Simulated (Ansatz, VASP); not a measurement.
Two plane-wave programs on PbS

The input INCAR:

```
PREC     = Accurate       # precision mode
ENCUT    = 520            # plane-wave cutoff, eV
EDIFF    = 1E-7           # SCF threshold, eV
ISMEAR   = 0              # smearing method
SIGMA    = 0.01           # smearing width, eV
LREAL    = False          # projectors in reciprocal space
LASPH    = True           # aspherical terms in the spheres
NELM     = 100            # most SCF steps
ALGO     = Normal         # electronic algorithm
ISIF     = 2              # what is computed and relaxed
LWAVE    = False          # write WAVECAR
LCHARG   = False          # write CHGCAR
GGA      = PS             # functional
NBANDS   = 28             # bands
```

The input KPOINTS:

```
Automatic mesh
0
Gamma
  2 4 4
```

Contents of POSCAR:

```
PbS
1.0
   11.2982770000      0.0000000000      0.0000000000
    0.0000000000      3.0043750000      3.0061810000
    0.0000000000     -3.0043750000      3.0061810000
Pb S
2 2
Direct
    0.6245810000      0.2566380000      0.7566380000
    0.3754190000      0.7566380000      0.2566380000
    0.6136750000      0.7643620000      0.2643620000
    0.3863250000      0.2643620000      0.7643620000
```

Input for Ansatz:

```yaml
crystal:
  lattice:
    - [11.298277, 0.0, 0.0]
    - [0.0, 3.004375, 3.006181]
    - [0.0, -3.004375, 3.006181]
  atoms:
    - { symbol: Pb, position: [0.624581, 0.256638, 0.756638] }
    - { symbol: Pb, position: [0.37541900000000006, 0.756638, 0.256638] }
    - { symbol: S, position: [0.613675, 0.7643619999999999, 0.264362] }
    - { symbol: S, position: [0.3863249999999999, 0.264362, 0.7643619999999999] }
kpoints:
  mp_grid:
    grid: [2, 4, 4]
  band_path:
    path:
      - [0.0, 0.0, 0.0]
      - [0.0, 0.5, 0.0]
      - [0.5, 0.5, 0.0]
      - [0.5, 0.0, 0.0]
      - [0.5, 0.5, 0.5]
    npoints: 4
hamiltonian:
  xc: pbesol
scf:
  n_extra_bands: 8
  occupations:
    method: fixed
```

Alike in both runs: task single point; functional PBEsol; k mesh 2 × 4 × 4; no spin polarisation.

|  | VASP | Ansatz |
| --- | --- | --- |
| version | VASP 6.6.1 | Ansatz 0.2.0 |
| potentials or method | VASP PAW PBE potentials, release 64 (Pb_d, S) | plane waves, PAW |
| plane-wave cutoff (eV) | 520 | 420 |
| occupations | gaussian, width 0.01 eV | fixed |
| valence electrons in the cell | 40 | 40 |

```tsv
	VASP	Ansatz	Ansatz less VASP
gap on the k mesh at the Fermi level (eV)	2.02	2.02	-0.002
```

Caveats: spin-orbit coupling is left out, which as a rule narrows the gap of such compounds by several tenths of an eV.
